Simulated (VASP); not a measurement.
# CaSe (Fm-3m) in VASP: single point with PBEsol

Aim: the single point of CaSe with PBEsol.

Everything below comes from runs of VASP 6.6.1. Logs are shortened: lines on timing, memory, paths and dates and some standing lists are left out, and cuts for length are marked.

**Measured values to compare with.**

From a printed reference work, monograph, original work of 1988, for a bulk crystal of CaSe at 2 K: band gap 3.85 eV (indirect).

The results are compared with them further down.

**1. The cell of the first run**

Symmetry: Fm-3m, No. 225, cubic system. The conventional cell has a = 5.912 Å, b = 5.912 Å, c = 5.912 Å, α = 90.00°, β = 90.00°, γ = 90.00°. Ca (site symmetry m-3m) has 6 Se at 2.96 Å within 3.9 Å. Within 3.9 Å of Se (site symmetry m-3m) lie 6 Ca at 2.96 Å.

**2. Single point, PBEsol**

Contents of INCAR:

```
SYSTEM = CaSe
ALGO     = Normal         ! electronic algorithm
EDIFF    = 1E-6           ! SCF threshold, eV
ENCUT    = 520            ! plane-wave cutoff, eV
GGA      = PS             ! functional
ISIF     = 2              ! what is computed and relaxed
ISMEAR   = -1             ! smearing method
LASPH    = .TRUE.         ! aspherical terms in the spheres
LCHARG   = .FALSE.        ! write CHGCAR
LREAL    = .FALSE.        ! projectors in reciprocal space
LWAVE    = .FALSE.        ! write WAVECAR
NBANDS   = 15             ! bands
NELM     = 60             ! most SCF steps
PREC     = Accurate       ! precision mode
SIGMA    = 0.15           ! smearing width, eV
```

Contents of KPOINTS:

```
k-points
0
G
  6 6 6
  0 0 0
```

Contents of POSCAR:

```
CaSe
1.0
    0.0000000000      2.9560000000      2.9560000000
    2.9560000000      0.0000000000      2.9560000000
    2.9560000000      2.9560000000      0.0000000000
Ca Se
1 1
Direct
    0.0000000000      0.0000000000      0.0000000000
    0.5000000000      0.5000000000      0.5000000000
```

Potentials or basis: VASP PAW PBE potentials, release 64 (Ca_sv, Se).

Command:

```bash
$ cat potpaw_PBE.64/Ca_sv/POTCAR potpaw_PBE.64/Se/POTCAR > POTCAR
$ mpirun -np 1 vasp_std > vasp.out
```

OUTCAR:

```text
SYSTEM = CaSe
   EDIFF = 1E-6
   ENCUT = 520
   GGA = PS
   ISIF = 2
   ISMEAR = -1
   LASPH = .TRUE.
   LREAL = .FALSE.
   NELM = 60
   PREC = Accurate

 ion  position               nearest neighbor table
   1  0.000  0.000  0.000-   2 2.96   2 2.96   2 2.96   2 2.96   2 2.96   2 2.96
   2  0.500  0.500  0.500-   1 2.96   1 2.96   1 2.96   1 2.96   1 2.96   1 2.96

  LATTYP: Found a face centered cubic cell.
 ALAT       =     5.9120000000

  Lattice vectors:

 A1 = (   0.0000000000,   2.9560000000,   2.9560000000)
 A2 = (   2.9560000000,   0.0000000000,   2.9560000000)
 A3 = (   2.9560000000,   2.9560000000,   0.0000000000)

Analysis of symmetry for initial positions (statically):
=====================================================================
 Subroutine PRICEL returns:
 Original cell was already a primitive cell.

 Routine SETGRP: Setting up the symmetry group for a
 face centered cubic supercell.

 Subroutine GETGRP returns: Found 48 space group operations
[... 9 lines left out ...]

 Routine SETGRP: Setting up the symmetry group for a
 face centered cubic supercell.

 Subroutine GETGRP returns: Found 48 space group operations
[... 11 lines left out ...]
                                     Primitive cell

  volume of cell :      51.6587

  direct lattice vectors                    reciprocal lattice vectors
     0.000000000  2.956000000  2.956000000    -0.169147497  0.169147497  0.169147497
     2.956000000  0.000000000  2.956000000     0.169147497 -0.169147497  0.169147497
     2.956000000  2.956000000  0.000000000     0.169147497  0.169147497 -0.169147497

  length of vectors
     4.180415290  4.180415290  4.180415290     0.292972058  0.292972058  0.292972058

  position of ions in fractional coordinates (direct lattice)
     0.000000000  0.000000000  0.000000000
     0.500000000  0.500000000  0.500000000

  ion indices of the primitive-cell ions
   primitive index   ion index
                 1           1
                 2           2

----------------------------------------------------------------------------------------

 KPOINTS: k-points

Automatic generation of k-mesh.
 Grid dimensions read from file:
 generate k-points for:    6    6    6

 Generating k-lattice:

  Cartesian coordinates                     Fractional coordinates (reciprocal lattice)
    -0.028191249  0.028191249  0.028191249     0.166666667  0.000000000  0.000000000
     0.028191249 -0.028191249  0.028191249     0.000000000  0.166666667  0.000000000
     0.028191249  0.028191249 -0.028191249     0.000000000  0.000000000  0.166666667

  Length of vectors
     0.048828676  0.048828676  0.048828676

  Shift w.r.t. Gamma in fractional coordinates (k-lattice)
     0.000000000  0.000000000  0.000000000

 Subroutine IBZKPT returns following result:
 ===========================================

 Found     16 irreducible k-points:

 Following reciprocal coordinates:
            Coordinates               Weight
  0.000000  0.000000  0.000000      1.000000
  0.166667  0.000000  0.000000      8.000000
  0.333333  0.000000  0.000000      8.000000
  0.500000  0.000000  0.000000      4.000000
  0.166667  0.166667  0.000000      6.000000
  0.333333  0.166667  0.000000     24.000000
[... 8 lines left out ...]
 -0.333333  0.333333  0.166667     24.000000
 -0.333333  0.500000  0.166667     12.000000
   k-points           NKPTS =     16   k-points in BZ     NKDIM =     16   number of bands    NBANDS=     15
   number of dos      NEDOS =    301   number of ions     NIONS =      2
   total plane-waves  NPLWV =  32768
   dimension x,y,z NGX =    32 NGY =   32 NGZ =   32
   dimension x,y,z NGXF=    64 NGYF=   64 NGZF=   64
   ions per type =               1   1
   NGX,Y,Z   is equivalent  to a cutoff of  12.73, 12.73, 12.73 a.u.
   NGXF,Y,Z  is equivalent  to a cutoff of  25.45, 25.45, 25.45 a.u.
 SYSTEM =  CaSe
   PREC   = accura    normal or accurate (medium, high low for compatibility)
   ISTART =      0    job   : 0-new  1-cont  2-samecut
   ICHARG =      2    charge: 1-file 2-atom 10-const
   ISPIN  =      1    spin polarized calculation?
   LNONCOLLINEAR =      F non collinear calculations
   LSORBIT =      F    spin-orbit coupling
   LASPH  =      T    aspherical Exc in radial PAW
   ENCUT  =  520.0 eV  38.22 Ry    6.18 a.u.   7.77  7.77  7.77*2*pi/ulx,y,z
   NELM   =     60;   NELMIN=  2; NELMDL= -5     # of ELM steps
   EDIFF  = 0.1E-05   stopping-criterion for ELM
   LREAL  =      F    real-space projection
   EDIFFG = 0.1E-04   stopping-criterion for IOM
   NSW    =      0    number of steps for IOM
   IBRION =     -1    ionic relax: 0-MD 1-quasi-New 2-CG
   NFREE  =      0    steps in history (QN), initial steepest desc. (CG)
   ISIF   =      2    stress and relaxation
   ISYM   =      2    0-nonsym 1-usesym 2-fastsym
   POTIM  = 0.5000    time-step for ionic-motion
   TEBEG  =    0.0;   TEEND  =   0.0 temperature during run
   PSTRESS=    0.0 pullay stress
   NELECT =      16.0000    total number of electrons
   NUPDOWN=      -1.0000    fix difference up-down
   EMIN   =  10.00;   EMAX   =-10.00  energy-range for DOS
   EFERMI =   0.00;   METHOD = LEGACY
   ISMEAR =    -1;   SIGMA  =   0.15  broadening in eV -4-tet -1-fermi 0-gaus
   EFERMI_NEDOS =   21; number of points for ismear=-14 and -15
   IALGO  =     38    algorithm
   IMIX   =      4    mixing-type and parameters
     AMIX     =   0.40;   BMIX     =  1.00
     AMIX_MAG =   1.60;   BMIX_MAG =  1.00
  volume/ion in A,a.u.               =      25.83       174.30
  Fermi-wavevector in a.u.,A,eV,Ry     =   1.107645  2.093145 16.692666  1.226876
  Thomas-Fermi vector in A             =   2.244161
   LORBIT       =      0    0 simple, 1 ext, 2 COOP (PROOUT), +10 PAW based schemes
   GGA     = PS    functional components
   LHFCALC =     F    Hartree Fock is set to
   AEXX    =    0.0000 exact exchange contribution
   IVDW    =     0    specifies the selected vdW correction
   LEPSILON=     F    determine dielectric tensor
   LRPA    =     F    only Hartree local field effects (RPA)
 non-spin polarized calculation
  energy-cutoff  :      520.00
  volume of cell :       51.66
 maximum number of plane-waves:      1411
   NGX = 15   NGY = 15   NGZ = 15

 number of electron      15.9999998 magnetization

 Free energy of the ion-electron system (eV)
  ---------------------------------------------------
  ext. energy  EPLUGINS =         0.00000000
  ---------------------------------------------------
  free energy    TOTEN  =       -10.07071451 eV

  energy without entropy =      -10.07053653  energy(sigma->0) =      -10.07062552

 E-fermi :   3.3434     XC(G=0):  -9.3337

 val. band max:        2.3547361672   @ k =   0.0000   0.0000   0.0000
 cond. band min:       4.2771377788   @ k =   0.5000   0.5000   0.0000
 fundamental gap:      1.9224016116
 Fermi energy:         3.3434443035

 k-point     1 :       0.0000    0.0000    0.0000
  band No.  band energies     occupation
      1     -37.1814      2.00000
      2     -18.2563      2.00000
      3     -18.2563      2.00000
      4     -18.2563      2.00000
      5      -9.4757      2.00000
      6       2.3547      1.99726
      7       2.3547      1.99726
      8       2.3547      1.99726
      9       5.5455      0.00000
     10       6.0021      0.00000
     11       6.0021      0.00000
     12       6.0021      0.00000
     13       6.6050      0.00000
     14       6.6050      0.00000
     15      11.8923      0.00000

 k-point     2 :       0.1667    0.0000    0.0000
  band No.  band energies     occupation
      1     -37.1796      2.00000
      2     -18.2870      2.00000
      3     -18.2584      2.00000
      4     -18.2584      2.00000
      5      -9.3125      2.00000
      6       1.1371      2.00000
      7       1.9578      1.99981
      8       1.9578      1.99981
      9       5.8921      0.00000
     10       6.3658      0.00000
     11       6.3658      0.00000
     12       7.0697      0.00000
     13       7.3088      0.00000
     14       7.3088      0.00000
     15      12.0775      0.00000

 k-point     3 :       0.3333    0.0000    0.0000
  band No.  band energies     occupation
      1     -37.1761      2.00000
      2     -18.3471      2.00000
      3     -18.2624      2.00000
      4     -18.2624      2.00000
      5      -8.9588      2.00000
      6      -0.3797      2.00000
      7       1.3727      2.00000
      8       1.3727      2.00000
      9       6.1933      0.00000
     10       7.2042      0.00000
     11       7.2042      0.00000
     12       8.3850      0.00000
     13       8.7774      0.00000
     14       8.7774      0.00000
     15      11.7421      0.00000

 k-point     4 :       0.5000    0.0000    0.0000
  band No.  band energies     occupation
      1     -37.1743      2.00000
      2     -18.3766      2.00000
      3     -18.2645      2.00000
      4     -18.2645      2.00000
      5      -8.7643      2.00000
      6      -0.9888      2.00000
      7       1.1376      2.00000
      8       1.1376      2.00000
      9       6.7354      0.00000
     10       7.8055      0.00000
     11       7.8462      0.00000
     12       7.8462      0.00000
     13       9.9017      0.00000
     14       9.9017      0.00000
     15      10.3496      0.00000
[... 163 lines left out ...]
 k-point    14 :       0.5000    0.3333    0.1667
  band No.  band energies     occupation
      1     -37.1737      2.00000
      2     -18.3370      2.00000
      3     -18.2940      2.00000
      4     -18.2749      2.00000
      5      -8.8683      2.00000
      6      -0.2553      2.00000
      7       0.9373      2.00000
      8       1.1503      2.00000
      9       5.8545      0.00000
     10       7.3734      0.00000
     11       7.8796      0.00000
     12       8.0519      0.00000
     13       8.4231      0.00000
     14       9.7979      0.00000
     15      10.5521      0.00000

 k-point    15 :      -0.3333    0.3333    0.1667
  band No.  band energies     occupation
      1     -37.1725      2.00000
      2     -18.3396      2.00000
      3     -18.3038      2.00000
      4     -18.2817      2.00000
      5      -8.7879      2.00000
      6      -0.2175      2.00000
      7       0.5066      2.00000
      8       0.9966      2.00000
      9       6.7344      0.00000
     10       6.8148      0.00000
     11       8.0639      0.00000
     12       8.2457      0.00000
     13       8.3255      0.00000
     14      10.0999      0.00000
     15      10.9663      0.00000

 k-point    16 :      -0.3333    0.5000    0.1667
  band No.  band energies     occupation
      1     -37.1720      2.00000
      2     -18.3298      2.00000
      3     -18.3038      2.00000
      4     -18.2962      2.00000
      5      -8.8193      2.00000
      6       0.0311      2.00000
      7       0.7440      2.00000
      8       0.8177      2.00000
      9       5.5987      0.00000
     10       7.4921      0.00000
     11       7.6772      0.00000
     12       8.1572      0.00000
     13       8.4026      0.00000
     14       9.3133      0.00000
     15      11.7806      0.00000

------------------------ aborting loop because EDIFF is reached ----------------------------------------

  FORCE on cell =-STRESS in cart. coord.  units (eV):
  Direction    XX          YY          ZZ          XY          YZ          ZX
  --------------------------------------------------------------------------------------
  -------------------------------------------------------------------------------------
  Total       -0.2897472     -0.2897472     -0.2897472      0.0000000      0.0000000      0.0000000
  in kB       -8.9864176     -8.9864176     -8.9864176      0.0000000      0.0000000      0.0000000
  external PRESSURE =      -8.9864176 kB  Pullay stress =       0.0000000 kB

 VOLUME and BASIS-vectors are now :
 -----------------------------------------------------------------------------
  energy-cutoff  :      520.00
  volume of cell :       51.66
      direct lattice vectors                 reciprocal lattice vectors
     0.000000000  2.956000000  2.956000000    -0.169147497  0.169147497  0.169147497
     2.956000000  0.000000000  2.956000000     0.169147497 -0.169147497  0.169147497
     2.956000000  2.956000000  0.000000000     0.169147497  0.169147497 -0.169147497

 POSITION                                       TOTAL-FORCE (eV/Angst)
 -----------------------------------------------------------------------------------
      0.00000      0.00000      0.00000        -0.000000     -0.000000     -0.000000
      2.95600      2.95600      2.95600         0.000000      0.000000      0.000000
 -----------------------------------------------------------------------------------
    total drift:                                0.000000     -0.000000     -0.000000

  FREE ENERGIE OF THE ION-ELECTRON SYSTEM (eV)
  ---------------------------------------------------
  free  energy   TOTEN  =       -10.0707145057 eV

  energy  without entropy=      -10.0705365291  energy(sigma->0) =      -10.07062552
```

Wall time 9 s (1 thread of Intel Xeon Platinum 8559C (Emerald Rapids), shared host); peak memory 0.17 GiB.

Results:

* Free energy: -10.0707 eV
* Pressure: -0.9 GPa
* Band gap on the k mesh: 1.92 eV, indirect (least direct gap 2.87 eV)

Caveat: the PAW data sets were made with another functional, which shifts forces and pressure a little.

**3. Comparison with measurements**

Step 2. Measured gap of CaSe: 3.85 eV (indirect; 2 K; a printed reference work, monograph, original work of 1988). This calculation gives 1.92 eV (-1.93 eV). So large a miss can be the level of theory's own, or it may mean another phase, state or a wrong row. Spin-orbit coupling on Se is left out. The value is that of PBEsol on a finite k mesh, which can miss the band edges, without temperature or zero-point motion. Semilocal functionals fall short of measured gaps as a rule.
